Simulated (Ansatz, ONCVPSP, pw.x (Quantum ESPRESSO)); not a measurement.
# Equation-of-state test of one ONCV potential (Tc)

| Property | Result |
| --- | --- |
| Element | technetium |
| Generator | ONCVPSP 4.0.1.1 (patched build) |
| Type | optimised norm-conserving Vanderbilt (ONCV) |
| Functional | PBE |
| Relativity | scalar-relativistic |
| Frozen core | [Ar] 3d10 |
| Valence charge | 15 |
| Reference configuration | 4s2 4p6 4d5 5s1.5 (charge +0.5) |
| Partial waves | 4s+5s: rc 1.45 bohr, ncon 4, nbas 7, qcut 9.3 1/bohr, 2 projectors; 4p: rc 1.75 bohr, ncon 5, nbas 9, qcut 7.6 1/bohr, 1 projector; 4d: rc 1.70 bohr, ncon 4, nbas 9, qcut 8.6 1/bohr, 2 projectors, debl 2.6 Ha |
| Local potential | polynomial inside 1.30 bohr (lpopt 5, dvloc0 3 Ha) |
| Core correction | none |

Atomic tests: cutoffs needed: 29 Ha and 34 Ha (the cutoffs (Ha) at which the residual kinetic energy of the hardest occupied pseudo-wave falls to 1 and 0.1 mHa per electron); ghost test: no bound ghost flagged; GHOST(+) flagged for s at 439.0 eV; largest excitation error: +6.5 meV (all-electron minus pseudo) for 4s2 4p6 4d4 5s2 5p1, out of 4 test configurations.

Crystal test: bcc Tc in pw.x 7.5, no spin, 15³ k-points, Fermi–Dirac smearing 0.01 Ry, cutoffs 80/320 Ry. The reference is all-electron LAPW (Ansatz 0.2.0) with the same functional, mesh and smearing; V0 and B0 come from Birch–Murnaghan fits to the pressures at five volumes. Errors are pseudo minus all-electron; Δ is the rms difference of the E(V) curves that follow from these fits, minima aligned, over ±6 % about the mean V0. Mesh and smearing are coarse, so the numbers serve the comparison and aren't converged zero-temperature values; the lattice is a test structure that the element need not adopt.

All-electron: a0 = 3.083 Å (V0 = 14.65 Å³/atom), B0 = 289.0 GPa.

Question: How far does the potential miss the all-electron equation of state?

Answer: mean pressure error (GPa): +0.79; a0 (Å): 3.086; a0 error (%): +0.09; B0 error (%): +0.1; Δ (meV/atom): 2.5.

```tsv
V (Å³/atom)	P all-electron (GPa)	P pseudo (GPa)
13.899	17.20	18.19
14.265	8.23	9.11
14.631	0.42	1.20
14.997	-6.37	-5.69
15.363	-12.28	-11.67
```

Question: At the middle volume, how do free energy and pressure move when the wave cutoff is lowered (ecutrho kept at four times it)?

Answer:

```json
{"cutoff (Ry)": "36", "shift of F (meV/atom)": "+3336.0", "shift of P (GPa)": "-128.42"}
{"cutoff (Ry)": "48", "shift of F (meV/atom)": "+469.1", "shift of P (GPa)": "-29.35"}
{"cutoff (Ry)": "64", "shift of F (meV/atom)": "+17.4", "shift of P (GPa)": "-1.83"}
```

Input at the middle volume:

```
&control
  calculation='scf', prefix='x', pseudo_dir='./', outdir='./tmp', tstress=.true., disk_io='none'
/
&system
  ibrav=0, nat=1, ntyp=1, ecutwfc=80, ecutrho=320, nbnd=15,
  occupations='smearing', smearing='fd', degauss=0.01
/
&electrons
  conv_thr=1e-09, mixing_beta=0.4, electron_maxstep=70
/
ATOMIC_SPECIES
Tc 1.0 Tc.UPF
CELL_PARAMETERS angstrom
  -1.54077068 1.54077068 1.54077068
  1.54077068 -1.54077068 1.54077068
  1.54077068 1.54077068 -1.54077068
ATOMIC_POSITIONS crystal
Tc 0.0000 0.0000 0.0000
K_POINTS automatic
15 15 15 0 0 0
```

```bash
pw.x < Tc.scf.in > Tc.scf.out
```

Lines of the output:

```
Message from routine setup:
     using ibrav=0 with symmetry is DISCOURAGED, use correct ibrav instead
     lattice parameter (alat)  =       5.0431  a.u.
     unit-cell volume          =      98.7349 (a.u.)^3
     number of electrons       =        15.00
     number of Kohn-Sham states=           15
     kinetic-energy cutoff     =      80.0000  Ry
     charge density cutoff     =     320.0000  Ry
     scf convergence threshold =      1.0E-09
     Exchange-correlation= PBE
     number of k points=   120  Fermi-Dirac smearing, width (Ry)=  0.0100
     iteration #  1     ecut=    80.00 Ry     beta= 0.40
     total energy              =    -161.94848345 Ry
     estimated scf accuracy    <       0.35404441 Ry
     iteration #  2     ecut=    80.00 Ry     beta= 0.40
     total energy              =    -161.98775085 Ry
     estimated scf accuracy    <       0.01352560 Ry
     iteration #  3     ecut=    80.00 Ry     beta= 0.40
     total energy              =    -161.99104259 Ry
     estimated scf accuracy    <       0.00060279 Ry
     iteration #  4     ecut=    80.00 Ry     beta= 0.40
     total energy              =    -161.99106937 Ry
     estimated scf accuracy    <       0.00019140 Ry
     iteration #  5     ecut=    80.00 Ry     beta= 0.40
     total energy              =    -161.99110719 Ry
     estimated scf accuracy    <       0.00000036 Ry
     iteration #  6     ecut=    80.00 Ry     beta= 0.40
     total energy              =    -161.99110704 Ry
     estimated scf accuracy    <       0.00000138 Ry
     iteration #  7     ecut=    80.00 Ry     beta= 0.40
     total energy              =    -161.99110722 Ry
     estimated scf accuracy    <       0.00000004 Ry
     iteration #  8     ecut=    80.00 Ry     beta= 0.40
     total energy              =    -161.99110722 Ry
     estimated scf accuracy    <          5.0E-09 Ry
     iteration #  9     ecut=    80.00 Ry     beta= 0.40
     the Fermi energy is    22.6008 ev
!    total energy              =    -161.99110722 Ry
     estimated scf accuracy    <          3.5E-10 Ry
     smearing contrib. (-TS)   =      -0.00662439 Ry
     The total energy is F=E-TS. E is the sum of the following terms:
     one-electron contribution =     -26.28665940 Ry
     hartree contribution      =      22.83159435 Ry
     xc contribution           =     -17.91638816 Ry
     ewald contribution        =    -140.61302961 Ry
     convergence has been achieved in   9 iterations
          total   stress  (Ry/bohr**3)                   (kbar)     P=       11.99
     Message from routine punch:
     Nothing written, as per user request (disk_io='none')
```

The run at the middle volume (120 k-points, 9 iterations) took about 47 s on one core of a shared host (Neoverse-N1, 64 threads, 124 GiB, load 58).
